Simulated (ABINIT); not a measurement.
# BeTe (F-43m) in ABINIT: a series of runs

Aim: see how the results for BeTe move with the level of theory and the settings. Levels: HCTH407, PBEsol. Tasks: band structure.

Everything below comes from runs of ABINIT 10.8.3 (patched build). Logs are shortened: lines on timing, memory, paths and dates and some standing lists are left out, and cuts for length are marked. The log counts tension as positive stress, the text compression.

**1. The structure**

The structure is cubic, space group F-43m (No. 216). Conventional cell: a = 5.540 Å, b = 5.540 Å, c = 5.540 Å, α = 90.00°, β = 90.00°, γ = 90.00°. Te (site symmetry -43m) is surrounded by 4 Be at 2.40 Å. Be (site symmetry -43m) is surrounded by 4 Te at 2.40 Å.

**2. Band structure, HCTH407**

The input, run.abi:

```
ndtset 2

pp_dirpath "./"
pseudos "Te.GGA_PBE-JTH.xml, Be.GGA_PBE-JTH.xml"

acell 3.9173715678 3.9173715678 3.9173715678 Angstrom
rprim
     0.0000000000     0.7071067812     0.7071067812
     0.7071067812     0.0000000000     0.7071067812
     0.7071067812     0.7071067812     0.0000000000
ntypat 2
znucl 52 4
natom 2
typat 1 2
xred
     0.7500000000     0.7500000000     0.7500000000
     0.0000000000     0.0000000000     0.0000000000

ecut 15.0
pawecutdg 30.0

ixc 27

occopt 3
tsmear 0.00183747

nstep 100

iomode 3
prtwf 0
prteig 0
prtebands 0
enunit 1
prtden1 1

kptopt1 1
ngkpt1 8 8 8
nshiftk1 1
shiftk1 0.0 0.0 0.0
nband1 9
tolvrs1 1.0e-9

iscf2 -2
getden2 1
nband2 13
nbdbuf2 2
tolwfr2 1.0e-12
kptopt2 -9
ndivsm2 8
prteig2 1
kptbounds2
     0.0000000000     0.0000000000     0.0000000000
     0.5000000000     0.0000000000     0.5000000000
     0.5000000000     0.2500000000     0.7500000000
     0.3750000000     0.3750000000     0.7500000000
     0.0000000000     0.0000000000     0.0000000000
     0.5000000000     0.5000000000     0.5000000000
     0.6250000000     0.2500000000     0.6250000000
     0.5000000000     0.2500000000     0.7500000000
     0.5000000000     0.5000000000     0.5000000000
     0.3750000000     0.3750000000     0.7500000000
```

Potentials or basis: JTH PAW PBE v2.0.

Command:

```
$ abinit run.abi > log 2>&1
```

run.abo:

```text
.Version 10.8.3 of ABINIT
 DATASET    1 : space group F-4 3 m (#216); Bravais cF (face-center cubic)
================================================================================
 Values of the parameters that define the memory need for DATASET  1.
     intxc =       0    ionmov =       0      iscf =       7    lmnmax =       8
     lnmax =       4     mgfft =      27  mpssoang =       2    mqgrid =    3001
     natom =       2  nloc_mem =       2    nspden =       1   nspinor =       1
    nsppol =       1      nsym =      24    n1xccc =       1    ntypat =       2
    occopt =       3   xclevel =       2
       mpw =         817          nfft =       19683          nkpt =          29
 PAW method is used; the additional fine FFT grid is defined by:
   mgfftf=        40    nfftf =     64000
================================================================================
================================================================================

 DATASET    2 : space group F-4 3 m (#216); Bravais cF (face-center cubic)
================================================================================
 Values of the parameters that define the memory need for DATASET  2.
     intxc =       0    ionmov =       0      iscf =      -2    lmnmax =       8
     lnmax =       4     mgfft =      27  mpssoang =       2    mqgrid =    3001
     natom =       2  nloc_mem =       2    nspden =       1   nspinor =       1
    nsppol =       1      nsym =      24    n1xccc =       1    ntypat =       2
    occopt =       3   xclevel =       2
       mpw =         817          nfft =       19683          nkpt =         139
 PAW method is used; the additional fine FFT grid is defined by:
   mgfftf=        40    nfftf =     64000
================================================================================
================================================================================

--------------------------------------------------------------------------------
------------- Echo of variables that govern the present computation ------------
--------------------------------------------------------------------------------
 -outvars: echo values of preprocessed input variables --------
            acell      7.4027593966E+00  7.4027593966E+00  7.4027593966E+00 Bohr
              amu      1.27600000E+02  9.01218200E+00
             ecut      1.50000000E+01 Hartree
           enunit           1
           getden1          0
           getden2          1
             iscf1          7
             iscf2         -2
                       outvar_i_n : Printing only first  50 k-points.
              ixc          27
           jdtset        1    2
                       outvar_i_n : Printing only first  50 k-points.
           kptopt1          1
           kptopt2         -9
         kptrlatt        8    0    0      0    8    0      0    0    8
          kptrlen1     5.92220752E+01
          kptrlen2     3.00000000E+01
            natom           2
            nband1          9
            nband2         13
           nbdbuf1          0
           nbdbuf2          2
           ndtset           2
           ndivsm1          0
           ndivsm2          8
            ngfft          27      27      27
          ngfftdg          40      40      40
             nkpt1         29
             nkpt2        139
            nstep         100
             nsym          24
           ntypat           2
           occopt           3
        pawecutdg      3.00000000E+01 Hartree
         pawxcdev           0
        prtebands           0
           prteig1          0
           prteig2          1
            prtwf           0
            rprim      0.0000000000E+00  7.0710678120E-01  7.0710678120E-01
                       7.0710678120E-01  0.0000000000E+00  7.0710678120E-01
                       7.0710678120E-01  7.0710678120E-01  0.0000000000E+00
           shiftk1     0.00000000E+00  0.00000000E+00  0.00000000E+00
           shiftk2     5.00000000E-01  5.00000000E-01  5.00000000E-01
          spgroup         216
           tolvrs1     1.00000000E-09
           tolvrs2     0.00000000E+00
           tolwfr1     0.00000000E+00
           tolwfr2     1.00000000E-12
           tsmear      1.83747000E-03 Hartree
            typat      1  2
           useylm           1
                       outvars : Printing only first  50 k-points.
[... 247 lines left out ...]

================================================================================
 Non-SCF case, kpt    1 (  0.00000  0.00000  0.00000), residuals and eigenvalues=
  5.23E-13  6.16E-13  3.20E-13  4.92E-13  5.82E-13  8.03E-13  3.68E-13  4.62E-13
  3.39E-13  6.80E-13  7.12E-13  3.00E-12  2.01E-13
 -3.8803E+00 -6.4052E-01 -1.7848E-01 -1.7848E-01 -1.7848E-01 -3.7052E-02
 -3.7052E-02 -3.7052E-02 -1.4486E-02  1.7514E-01  2.2664E-01  2.2664E-01
  2.8192E-01
 Non-SCF case, kpt    2 (  0.02174  0.00000  0.02174), residuals and eigenvalues=
  3.44E-13  8.76E-13  7.25E-13  3.13E-13  2.19E-13  4.70E-13  3.02E-13  6.93E-13
  6.64E-13  8.18E-13  8.98E-13  1.84E-11  6.70E-08
 -3.8801E+00 -6.4029E-01 -1.8001E-01 -1.7946E-01 -1.7946E-01 -3.7542E-02
 -3.5667E-02 -3.5667E-02 -1.2844E-02  1.7581E-01  2.2050E-01  2.2698E-01
[... 809 lines left out ...]
  5.9858E-02  1.1308E-01  1.2501E-01  1.8154E-01  2.3344E-01  3.5583E-01
  4.0252E-01
 Non-SCF case, kpt  138 (  0.38393  0.38393  0.73214), residuals and eigenvalues=
  9.48E-13  4.82E-13  2.90E-13  6.57E-13  1.56E-13  6.13E-13  4.09E-13  1.34E-13
  4.27E-13  5.39E-13  7.72E-13  2.60E-09  4.23E-07
 -3.8802E+00 -5.7153E-01 -3.5746E-01 -3.2487E-01 -2.6046E-01 -6.3634E-02
  4.6121E-02  1.2392E-01  1.3967E-01  1.8132E-01  2.3672E-01  3.5728E-01
  4.1762E-01
 Non-SCF case, kpt  139 (  0.37500  0.37500  0.75000), residuals and eigenvalues=
  7.02E-13  1.54E-13  5.34E-13  8.99E-13  2.01E-13  1.65E-13  4.68E-13  4.85E-13
  7.55E-13  8.96E-13  3.95E-13  2.72E-09  2.40E-06
 -3.8802E+00 -5.7081E-01 -3.5822E-01 -3.2375E-01 -2.6281E-01 -6.6253E-02
  3.3023E-02  1.3253E-01  1.4883E-01  1.8670E-01  2.4334E-01  3.5602E-01
  4.2649E-01

--- !ResultsGS
iteration_state: {dtset: 2, }
comment   : Summary of ground state results
lattice_vectors:
- [  0.0000000,   5.2345414,   5.2345414, ]
- [  5.2345414,   0.0000000,   5.2345414, ]
- [  5.2345414,   5.2345414,   0.0000000, ]
lattice_lengths: [   7.40276,    7.40276,    7.40276, ]
lattice_angles: [ 60.000,  60.000,  60.000, ] # degrees, (23, 13, 12)
lattice_volume:   2.8685730E+02
convergence: {deltae:  0.000E+00, res2:  0.000E+00, residm:  9.986E-13, diffor:  0.000E+00, }
etotal    :  -2.31727377E+01
entropy   :   0.00000000E+00
fermie    :  -1.35704497E-01
cartesian_stress_tensor: null
pressure_GPa: null
xred      :
- [  7.5000E-01,   7.5000E-01,   7.5000E-01, Te]
- [  0.0000E+00,   0.0000E+00,   0.0000E+00, Be]
cartesian_forces: null
force_length_stats: {min: null, max: null, mean: null, }
...

 Integrated electronic density in atomic spheres:
 ------------------------------------------------
 Atom  Sphere_radius  Integrated_density
    1        2.31107          3.32085492
    2        1.60728          2.53652942

================================================================================

 ----iterations are completed or convergence reached----

 Mean square residual over all n,k,spin=   52.450E-14; max=  99.863E-14
 reduced coordinates (array xred) for    2 atoms
       0.750000000000      0.750000000000      0.750000000000
       0.000000000000      0.000000000000      0.000000000000

 cartesian coordinates (angstrom) at end:
    1      4.15500000010718     4.15500000010718     4.15500000010718
    2      0.00000000000000     0.00000000000000     0.00000000000000
 length scales=  7.402759396560  7.402759396560  7.402759396560 bohr
              =  3.917371567800  3.917371567800  3.917371567800 angstroms
 Eigenvalues (   eV  ) for nkpt= 139  k points:
 kpt#   1, nband= 13, wtk=  1.00000, kpt=  0.0000  0.0000  0.0000 (reduced coord)
-105.58949  -17.42934   -4.85660   -4.85660   -4.85660   -1.00824   -1.00824   -1.00824
  -0.39418    4.76568    6.16708    6.16708    7.67154
 kpt#   2, nband= 13, wtk=  1.00000, kpt=  0.0217  0.0000  0.0217 (reduced coord)
-105.58302  -17.42304   -4.89841   -4.88322   -4.88322   -1.02156   -0.97056   -0.97056
  -0.34950    4.78416    6.00004    6.17650    7.68849
 kpt#   3, nband= 13, wtk=  1.00000, kpt=  0.0435  0.0000  0.0435 (reduced coord)
-105.58354  -17.40420   -5.01884   -4.95997   -4.95997   -1.05968   -0.86194   -0.86194
  -0.22438    4.83068    5.64013    6.20409    7.73890
 kpt#   4, nband= 13, wtk=  1.00000, kpt=  0.0652  0.0000  0.0652 (reduced coord)
-105.58676  -17.37292   -5.20515   -5.07854   -5.07854   -1.11814   -0.69063   -0.69063
  -0.03863    4.84040    5.30151    6.24937    7.82271
 kpt#   5, nband= 13, wtk=  1.00000, kpt=  0.0870  0.0000  0.0870 (reduced coord)
-105.58460  -17.32937   -5.44174   -5.22840   -5.22840   -1.19285   -0.46712   -0.46712
   0.18265    4.60303    5.25651    6.31442    7.94044
 kpt#   6, nband= 13, wtk=  1.00000, kpt=  0.1087  0.0000  0.1087 (reduced coord)
-105.58639  -17.27382   -5.71434   -5.39943   -5.39943   -1.28083   -0.20209   -0.20209
[... 386 lines left out ...]
-105.58493  -15.67526   -9.90696   -8.42213   -6.83119   -1.43966    2.31380    2.38110
   2.56486    5.11231    6.38211    9.27177   10.16785
 kpt# 136, nband= 13, wtk=  1.00000, kpt=  0.4018  0.4018  0.6964 (reduced coord)
-105.58588  -15.62674   -9.81659   -8.63280   -6.92600   -1.54883    2.01201    2.74005
   2.94645    5.01273    6.33791    9.54412   10.51755
 kpt# 137, nband= 13, wtk=  1.00000, kpt=  0.3929  0.3929  0.7143 (reduced coord)
-105.58388  -15.58469   -9.75034   -8.77966   -7.01190   -1.64661    1.62881    3.07712
   3.40160    4.94003    6.35228    9.68276   10.95320
 kpt# 138, nband= 13, wtk=  1.00000, kpt=  0.3839  0.3839  0.7321 (reduced coord)
-105.58527  -15.55224   -9.72697   -8.84007   -7.08742   -1.73158    1.25501    3.37211
   3.80060    4.93400    6.44159    9.72218   11.36405
 kpt# 139, nband= 13, wtk=  1.00000, kpt=  0.3750  0.3750  0.7500 (reduced coord)
-105.58665  -15.53249   -9.74757   -8.80956   -7.15135   -1.80283    0.89861    3.60632
   4.05000    5.08047    6.62151    9.68783   11.60545

== END DATASET(S) ==============================================================
================================================================================

 -outvars: echo values of variables after computation  --------
            acell      7.4027593966E+00  7.4027593966E+00  7.4027593966E+00 Bohr
           etotal1    -2.3172737740E+01
            fcart1    -0.0000000000E+00 -0.0000000000E+00 -0.0000000000E+00
                      -0.0000000000E+00 -0.0000000000E+00 -0.0000000000E+00
            rprim      0.0000000000E+00  7.0710678120E-01  7.0710678120E-01
                       7.0710678120E-01  0.0000000000E+00  7.0710678120E-01
                       7.0710678120E-01  7.0710678120E-01  0.0000000000E+00
           strten1    -1.4005820486E-04 -1.4005820486E-04 -1.4005820486E-04
                       0.0000000000E+00  0.0000000000E+00  0.0000000000E+00
           xangst      4.1550000001E+00  4.1550000001E+00  4.1550000001E+00
                       0.0000000000E+00  0.0000000000E+00  0.0000000000E+00
             xred      7.5000000000E-01  7.5000000000E-01  7.5000000000E-01
                       0.0000000000E+00  0.0000000000E+00  0.0000000000E+00
 Calculation completed.
```

Wall time 54 s (1 thread of Arm Neoverse N1, shared host); peak memory 0.12 GiB.

Results:

```yaml
Free_energy: -630.5623 eV
Band_gap_on_the_k_mesh: 2.34 eV, indirect (least direct gap 3.85 eV)
Valence_electrons_inside_the_program's_atomic_spheres: Te 3.32; Be 2.54
```

Levels at the corners of the path, in eV from the valence-band top:
```
point  band 2  band 3  band 4  band 5  band 6  band 7  band 8  band 9  band 10
    Γ  -12.57    0.00    0.00    0.00    3.85    3.85    3.85    4.46     9.62
    X  -10.65   -5.24   -2.72   -2.72    2.34    2.96   10.41   10.41    12.69
    W  -10.62   -4.72   -3.76   -3.27    5.79    6.08    6.10    6.65    11.90
    K  -10.68   -4.89   -3.95   -2.29    3.05    5.76    8.46    8.91     9.94
    Γ  -12.57    0.00    0.00    0.00    3.85    3.85    3.85    4.46     9.62
    L  -11.17   -5.66   -1.16   -1.16    3.48    4.88    4.88    8.85    12.11
    U  -10.68   -4.89   -3.95   -2.29    3.05    5.76    8.46    8.91     9.94
    W  -10.62   -4.72   -3.76   -3.27    5.79    6.08    6.10    6.65    11.90
    L  -11.17   -5.66   -1.16   -1.16    3.48    4.88    4.88    8.85    12.11
    K  -10.68   -4.89   -3.95   -2.29    3.05    5.76    8.46    8.91     9.94
```

Caveat: the cutoff is too short for stress, so the log's stress isn't used; the PAW data sets were made with another functional, which shifts forces and pressure a little; spin-orbit coupling is left out, which moves the levels of the heavy elements.

**3. Band structure, PBEsol**

The input, run.abi:

```
# Datasets: ground state, then fixed potential
ndtset 2

# Pseudopotentials
pp_dirpath "./"
pseudos "Te.GGA_PBE-JTH.xml, Be.GGA_PBE-JTH.xml"

# Structure
acell 3*1.0 Angstrom
rprim
     0.0000000000     2.7700000000     2.7700000000
     2.7700000000     0.0000000000     2.7700000000
     2.7700000000     2.7700000000     0.0000000000
ntypat 2
znucl 52 4
natom 2
typat 1 2
xcart
     4.1550000000     4.1550000000     4.1550000000
     0.0000000000     0.0000000000     0.0000000000 Angstrom

# Plane-wave basis
ecut 15.0
pawecutdg 30.0

# Exchange and correlation
ixc -116133

# Bands and occupations
occopt 3
tsmear 0.05 eV

# SCF cycle
nstep 100

# Output
iomode 3
prtwf 0
prteig 0
prtebands 0
enunit 1
prtden1 1
prtvha1 1
prtvclmb1 1
prtpot1 1

# Dataset 1
kptopt1 1
ngkpt1 8 8 8
nshiftk1 1
shiftk1 0.0 0.0 0.0
nband1 9
tolvrs1 1.0e-9

# Dataset 2: bands along G-X-W-K-G-L-U-W-L-K
iscf2 -2
getden2 1
nband2 13
nbdbuf2 2
tolwfr2 1.0e-12
kptopt2 -9
ndivsm2 6
prteig2 1
prtvol2 -3
kptbounds2
     0.0000000000     0.0000000000     0.0000000000
     0.5000000000     0.0000000000     0.5000000000
     0.5000000000     0.2500000000     0.7500000000
     0.3750000000     0.3750000000     0.7500000000
     0.0000000000     0.0000000000     0.0000000000
     0.5000000000     0.5000000000     0.5000000000
     0.6250000000     0.2500000000     0.6250000000
     0.5000000000     0.2500000000     0.7500000000
     0.5000000000     0.5000000000     0.5000000000
     0.3750000000     0.3750000000     0.7500000000
```

Potentials or basis: JTH PAW PBE v2.0.

Command:

```
$ abinit run.abi > log 2>&1
```

run.abo:

```text
.Version 10.8.3 of ABINIT
 DATASET    1 : space group F-4 3 m (#216); Bravais cF (face-center cubic)
================================================================================
 Values of the parameters that define the memory need for DATASET  1.
     intxc =       0    ionmov =       0      iscf =      17    lmnmax =       8
     lnmax =       4     mgfft =      27  mpssoang =       2    mqgrid =    3001
     natom =       2  nloc_mem =       2    nspden =       1   nspinor =       1
    nsppol =       1      nsym =      24    n1xccc =       1    ntypat =       2
    occopt =       3   xclevel =       2
       mpw =         817          nfft =       19683          nkpt =          29
 PAW method is used; the additional fine FFT grid is defined by:
   mgfftf=        40    nfftf =     64000
================================================================================
================================================================================

 DATASET    2 : space group F-4 3 m (#216); Bravais cF (face-center cubic)
[... 1283 lines left out ...]
-104.28788  -15.46098   -9.79224   -8.98183   -7.17764   -2.23655    0.57153    3.49849
   3.85390    4.74488    6.27557    9.27646   10.93950

== END DATASET(S) ==============================================================
================================================================================

 -outvars: echo values of variables after computation  --------
            acell      1.8897261259E+00  1.8897261259E+00  1.8897261259E+00 Bohr
           etotal1    -2.3041391465E+01
            fcart1    -0.0000000000E+00 -0.0000000000E+00 -0.0000000000E+00
                      -0.0000000000E+00 -0.0000000000E+00 -0.0000000000E+00
            rprim      0.0000000000E+00  2.7700000000E+00  2.7700000000E+00
                       2.7700000000E+00  0.0000000000E+00  2.7700000000E+00
                       2.7700000000E+00  2.7700000000E+00  0.0000000000E+00
           strten1    -2.2282688174E-05 -2.2282688174E-05 -2.2282688174E-05
                       0.0000000000E+00  0.0000000000E+00  0.0000000000E+00
           xangst      4.1550000000E+00  4.1550000000E+00  4.1550000000E+00
                       0.0000000000E+00  0.0000000000E+00  0.0000000000E+00
             xred      7.5000000000E-01  7.5000000000E-01  7.5000000000E-01
                       0.0000000000E+00  0.0000000000E+00  0.0000000000E+00
 Calculation completed.
```

Wall time 45 s (1 thread of Arm Neoverse N1, shared host); peak memory 0.12 GiB.

What came out:

```
Free energy                                           : -626.9882 eV
Band gap on the k mesh                                : 1.73 eV, indirect (least direct gap 3.63 eV)
Valence electrons inside the program's atomic spheres : Te 3.24; Be 2.54
```

Levels at the corners of the path, in eV from the valence-band top:
| point | band 3 | band 4 | band 5 | band 6 | band 7 | band 8 |
| --- | --- | --- | --- | --- | --- | --- |
| Γ | 0.00 | 0.00 | 0.00 | 3.63 | 3.63 | 3.63 |
| X | -5.38 | -2.82 | -2.82 | 1.73 | 2.54 | 10.26 |
| W | -4.80 | -3.98 | -3.49 | 5.26 | 5.59 | 5.81 |
| K | -5.00 | -4.19 | -2.39 | 2.55 | 5.36 | 8.29 |
| Γ | 0.00 | 0.00 | 0.00 | 3.63 | 3.63 | 3.63 |
| L | -5.89 | -1.20 | -1.20 | 3.20 | 4.59 | 4.59 |
| U | -5.00 | -4.19 | -2.39 | 2.55 | 5.36 | 8.29 |
| W | -4.80 | -3.98 | -3.49 | 5.26 | 5.59 | 5.81 |
| L | -5.89 | -1.20 | -1.20 | 3.20 | 4.59 | 4.59 |
| K | -5.00 | -4.19 | -2.39 | 2.55 | 5.36 | 8.29 |

Caveat: the cutoff is too short for stress, so the log's stress isn't used; the PAW data sets were made with another functional, which shifts forces and pressure a little; spin-orbit coupling is left out, which moves the levels of the heavy elements.
